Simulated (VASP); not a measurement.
# Ti (P6_3/mmc) in VASP: a series of runs

Runs on Ti. Level: PBEsol. Tasks: relaxation of cell and atoms, vibrations by finite differences.

All numbers are computed with VASP 6.6.1; they aren't measurements. Logs are shortened: lines on timing, memory, paths and dates and some standing lists are left out, and cuts for length are marked.

## 1. The crystal as given

The structure is hexagonal, space group P6_3/mmc (No. 194). The conventional cell has a = 2.950 Å, b = 2.950 Å, c = 4.680 Å, α = 90.00°, β = 90.00°, γ = 120.00°. Around Ti (site symmetry -6m2) lie 12 Ti at 2.89 to 2.95 Å.

## 2. Relaxation of cell and atoms, PBEsol

Contents of INCAR:

```
SYSTEM = Ti
PREC = Accurate
ENCUT = 520
EDIFF = 1E-7
ISMEAR = 0
SIGMA = 0.1
LREAL = .False.
LASPH = .True.
NELM = 60
ALGO = Normal
ISIF = 3
LWAVE = .False.
LCHARG = .False.
GGA = PS
IBRION = 2
NSW = 80
EDIFFG = -0.002
```

Contents of KPOINTS:

```
regular mesh
0
Gamma
  18 18 10
  0 0 0
```

Contents of POSCAR:

```
Ti
1.0
    2.9500000000      0.0000000000      0.0000000000
   -1.4750000000      2.5547749400      0.0000000000
    0.0000000000      0.0000000000      4.6800000000
Ti
2
Direct
    0.3333333300      0.6666666700      0.2500000000
    0.6666666700      0.3333333300      0.7500000000
```

Potentials or basis: VASP PAW PBE potentials, release 64 (Ti_sv).

Started as:

```bash
> cat potpaw_PBE.64/Ti_sv/POTCAR > POTCAR
> mpirun -np 1 vasp_std > vasp.out
```

OUTCAR:

```text
SYSTEM = Ti
   PREC = Accurate
   ENCUT = 520
   EDIFF = 1E-7
   ISMEAR = 0
   LREAL = .False.
   LASPH = .True.
   NELM = 60
   ISIF = 3
   GGA = PS
   IBRION = 2
   NSW = 80
   EDIFFG = -0.002

 ion  position               nearest neighbor table
   1  0.333  0.667  0.250-   2 2.89   2 2.89   2 2.89   2 2.89   2 2.89   2 2.89
   2  0.667  0.333  0.750-   1 2.89   1 2.89   1 2.89   1 2.89   1 2.89   1 2.89

  LATTYP: Found a hexagonal cell.
 ALAT       =     2.9500000000
 C/A-ratio  =     1.5864406780

  Lattice vectors:

 A1 = (   2.9500000000,   0.0000000000,   0.0000000000)
 A2 = (  -1.4750000000,   2.5547749400,   0.0000000000)
 A3 = (   0.0000000000,   0.0000000000,   4.6800000000)

Analysis of symmetry for initial positions (statically):
=====================================================================
 Subroutine PRICEL returns:
 Original cell was already a primitive cell.

 Routine SETGRP: Setting up the symmetry group for a
 hexagonal supercell.

 Subroutine GETGRP returns: Found 24 space group operations
 (whereof 12 operations were pure point group operations)
 out of a pool of 24 trial point group operations.

The static configuration has the point symmetry D_3d.
 The point group associated with its full space group is D_6h.

Analysis of symmetry for dynamics (positions and initial velocities):
=====================================================================
 Subroutine PRICEL returns:
 Original cell was already a primitive cell.

 Routine SETGRP: Setting up the symmetry group for a
 hexagonal supercell.

 Subroutine GETGRP returns: Found 24 space group operations
 (whereof 12 operations were pure point group operations)
 out of a pool of 24 trial point group operations.

The dynamic configuration has the point symmetry D_3d.
 The point group associated with its full space group is D_6h.

 Subroutine INISYM returns: Found 24 space group operations
 (whereof 12 operations are pure point group operations),
 and found     1 'primitive' translations

----------------------------------------------------------------------------------------

                                     Primitive cell

  volume of cell :      35.2712

  direct lattice vectors                    reciprocal lattice vectors
     2.950000000  0.000000000  0.000000000     0.338983051  0.195711956  0.000000000
    -1.475000000  2.554774940  0.000000000     0.000000000  0.391423911  0.000000000
     0.000000000  0.000000000  4.680000000     0.000000000  0.000000000  0.213675214

  length of vectors
     2.950000000  2.949999999  4.680000000     0.391423911  0.391423911  0.213675214

  position of ions in fractional coordinates (direct lattice)
     0.333333330  0.666666670  0.250000000
     0.666666670  0.333333330  0.750000000

  ion indices of the primitive-cell ions
   primitive index   ion index
                 1           1
                 2           2

----------------------------------------------------------------------------------------

 KPOINTS: regular mesh

Automatic generation of k-mesh.
 Grid dimensions read from file:
 generate k-points for:   18   18   10

 Generating k-lattice:

  Cartesian coordinates                     Fractional coordinates (reciprocal lattice)
     0.018832392  0.010872886  0.000000000     0.055555556  0.000000000  0.000000000
     0.000000000  0.021745773  0.000000000     0.000000000  0.055555556  0.000000000
     0.000000000  0.000000000  0.021367521     0.000000000  0.000000000  0.100000000

  Length of vectors
     0.021745773  0.021745773  0.021367521

  Shift w.r.t. Gamma in fractional coordinates (k-lattice)
     0.000000000  0.000000000  0.000000000

 Subroutine IBZKPT returns following result:
 ===========================================

 Found    222 irreducible k-points:

 Following reciprocal coordinates:
            Coordinates               Weight
  0.000000  0.000000  0.000000      1.000000
  0.055556 -0.000000  0.000000      6.000000
  0.111111 -0.000000  0.000000      6.000000
  0.166667  0.000000  0.000000      6.000000
  0.222222 -0.000000  0.000000      6.000000
  0.277778  0.000000  0.000000      6.000000
[... 16 lines left out ...]
  0.333333  0.111111  0.000000     12.000000
  0.388889  0.111111  0.000000     12.000000
 [... further k-points ...]
   k-points           NKPTS =    222   k-points in BZ     NKDIM =    222   number of bands    NBANDS=     16
   number of dos      NEDOS =    301   number of ions     NIONS =      2
   total plane-waves  NPLWV =  20736
   dimension x,y,z NGX =    24 NGY =   24 NGZ =   36
   dimension x,y,z NGXF=    48 NGYF=   48 NGZF=   72
   ions per type =               2
   NGX,Y,Z   is equivalent  to a cutoff of  13.53, 13.53, 12.79 a.u.
   NGXF,Y,Z  is equivalent  to a cutoff of  27.05, 27.05, 25.58 a.u.
 SYSTEM =  Ti
   PREC   = accura    normal or accurate (medium, high low for compatibility)
   ISTART =      0    job   : 0-new  1-cont  2-samecut
   ICHARG =      2    charge: 1-file 2-atom 10-const
   ISPIN  =      1    spin polarized calculation?
   LNONCOLLINEAR =      F non collinear calculations
   LSORBIT =      F    spin-orbit coupling
   LASPH  =      T    aspherical Exc in radial PAW
   ENCUT  =  520.0 eV  38.22 Ry    6.18 a.u.   5.49  5.49  8.70*2*pi/ulx,y,z
   NELM   =     60;   NELMIN=  2; NELMDL= -5     # of ELM steps
   EDIFF  = 0.1E-06   stopping-criterion for ELM
   LREAL  =      F    real-space projection
   EDIFFG = -.2E-02   stopping-criterion for IOM
   NSW    =     80    number of steps for IOM
   IBRION =      2    ionic relax: 0-MD 1-quasi-New 2-CG
   NFREE  =      1    steps in history (QN), initial steepest desc. (CG)
   ISIF   =      3    stress and relaxation
   ISYM   =      2    0-nonsym 1-usesym 2-fastsym
   POTIM  = 0.5000    time-step for ionic-motion
   TEBEG  =    0.0;   TEEND  =   0.0 temperature during run
   PSTRESS=    0.0 pullay stress
   NELECT =      24.0000    total number of electrons
   NUPDOWN=      -1.0000    fix difference up-down
   EMIN   =  10.00;   EMAX   =-10.00  energy-range for DOS
   EFERMI =   0.00;   METHOD = LEGACY
   ISMEAR =     0;   SIGMA  =   0.10  broadening in eV -4-tet -1-fermi 0-gaus
   EFERMI_NEDOS =   21; number of points for ismear=-14 and -15
   IALGO  =     38    algorithm
   IMIX   =      4    mixing-type and parameters
     AMIX     =   0.40;   BMIX     =  1.00
     AMIX_MAG =   1.60;   BMIX_MAG =  1.00
  volume/ion in A,a.u.               =      17.64       119.01
  Fermi-wavevector in a.u.,A,eV,Ry     =   1.439920  2.721055 28.209912  2.073370
  Thomas-Fermi vector in A             =   2.558722
   LORBIT       =      0    0 simple, 1 ext, 2 COOP (PROOUT), +10 PAW based schemes
   GGA     = PS    functional components
   LHFCALC =     F    Hartree Fock is set to
   AEXX    =    0.0000 exact exchange contribution
   IVDW    =     0    specifies the selected vdW correction
   LEPSILON=     F    determine dielectric tensor
   LRPA    =     F    only Hartree local field effects (RPA)
 conjugate gradient relaxation of ions
 non-spin polarized calculation
 Gauss-broadening in eV      SIGMA  =   0.10
  energy-cutoff  :      520.00
  volume of cell :       35.27
 maximum number of plane-waves:       976
 NGX is ok and might be reduce to    24
   NGX = 11   NGY = 11   NGZ = 17

--------------------------------------- Ionic step        1  -------------------------------------------

 number of electron      24.0000002 magnetization

 Free energy of the ion-electron system (eV)
  ---------------------------------------------------
  ext. energy  EPLUGINS =         0.00000000
  ---------------------------------------------------
  free energy    TOTEN  =       -16.64760564 eV

  energy without entropy =      -16.63786390  energy(sigma->0) =      -16.64273477

------------------------ aborting loop because EDIFF is reached ----------------------------------------

  FORCE on cell =-STRESS in cart. coord.  units (eV):
  Direction    XX          YY          ZZ          XY          YZ          ZX
  --------------------------------------------------------------------------------------
  -------------------------------------------------------------------------------------
  Total       -1.2837766     -1.2837766     -1.3855397     -0.0000000      0.0000000      0.0000000
  in kB      -58.3148970    -58.3148970    -62.9374369     -0.0000000      0.0000000      0.0000000
  external PRESSURE =     -59.8557437 kB  Pullay stress =       0.0000000 kB
[... 273 lines left out ...]
  energy  without entropy=      -16.6755663789  energy(sigma->0) =      -16.68015276

--------------------------------------- Ionic step        9  -------------------------------------------

 number of electron      23.9999999 magnetization

 Free energy of the ion-electron system (eV)
  ---------------------------------------------------
  ext. energy  EPLUGINS =         0.00000000
  ---------------------------------------------------
  free energy    TOTEN  =       -16.68473866 eV

  energy without entropy =      -16.67556254  energy(sigma->0) =      -16.68015060

 E-fermi :   8.6464     XC(G=0): -11.8288

 val. band max:        8.6356306477   @ k =   0.0000   0.0000   0.4000
 cond. band min:       8.6533232316   @ k =   0.2778   0.2778   0.4000
 fundamental gap:      0.0176925838
 Fermi energy:         8.6464252770

 k-point     1 :       0.0000    0.0000    0.0000
  band No.  band energies     occupation
      1     -47.9252      2.00000
      2     -47.7605      2.00000
      3     -24.6675      2.00000
      4     -23.9297      2.00000
      5     -23.9297      2.00000
      6     -23.8483      2.00000
[... 8 lines left out ...]
     15       9.9632      0.00000
     16       9.9632      0.00000
[... 420 lines left out ...]
  band No.  band energies     occupation
      1     -47.7844      2.00000
      2     -47.7304      2.00000
      3     -24.4422      2.00000
      4     -24.3144      2.00000
      5     -24.3049      2.00000
      6     -24.1211      2.00000
[... 8 lines left out ...]
     15       9.8649      0.00000
     16      11.9205      0.00000

 [... further k-points ...]
[... 5 lines left out ...]
  --------------------------------------------------------------------------------------
  -------------------------------------------------------------------------------------
  Total       -0.0028795     -0.0028795      0.0004941      0.0000000      0.0000000      0.0000000
  in kB       -0.1382544     -0.1382544      0.0237245      0.0000000      0.0000000      0.0000000
  external PRESSURE =      -0.0842614 kB  Pullay stress =       0.0000000 kB
[... 17 lines left out ...]
  FREE ENERGIE OF THE ION-ELECTRON SYSTEM (eV)
  ---------------------------------------------------
  free  energy   TOTEN  =       -16.6847386571 eV

  energy  without entropy=      -16.6755625450  energy(sigma->0) =      -16.68015060

 reached required accuracy - stopping structural energy minimisation
```

Run time: 7.7 min. Hardware: 1 thread of Intel Xeon Platinum 8259CL at 2.50GHz (Skylake/Cascade Lake), shared host; peak memory 0.25 GiB.

Results:

```
Free energy                            : -16.6847 eV
Relaxed volume                         : 16.68 Å³/atom
Relaxed cell                           : a = 2.898 Å, b = 2.898 Å, c = 4.586 Å, α = 90.00°, β = 90.00°, γ = 120.00°
Space group after relaxing (to 0.05 Å) : P6_3/mmc (No. 194)
Energy gained by relaxing              : 18.6 meV/atom
Ionic steps                            : 9
Pressure after relaxing                : 0.0 GPa
Band gap on the k mesh                 : none (metal or under the smearing width)
```

Step by step:
| step | energy change (eV) | largest force (eV/Å) | pressure (GPa) | volume (Å³) |
| --- | --- | --- | --- | --- |
| 1 | 0.0000 | 0.0000 | -5.99 | 35.27 |
| 2 | -0.0153 | 0.0000 | 5.29 | 32.01 |
| 3 | -0.0371 | 0.0000 | -0.03 | 33.38 |
| 4 | -0.0371 | 0.0000 | 0.10 | 33.34 |
| 5 | -0.0371 | 0.0000 | -0.06 | 33.39 |
| 6 | -0.0371 | 0.0000 | -0.02 | 33.37 |
| 7 | -0.0371 | 0.0000 | -0.01 | 33.37 |
| 8 | -0.0371 | 0.0000 | -0.01 | 33.37 |
| 9 | -0.0371 | 0.0000 | -0.01 | 33.37 |

Final structure:
```
CELL_PARAMETERS angstrom
2.89848 0.00000 0.00000
-1.44924 2.51016 0.00000
0.00000 0.00000 4.58641
ATOMIC_POSITIONS crystal
Ti 0.33333 0.66667 0.25000
Ti 0.66667 0.33333 0.75000
```

Caveat: the PAW data sets were made with another functional, which shifts forces and pressure a little.

(Part 1 of 2 ends here.)
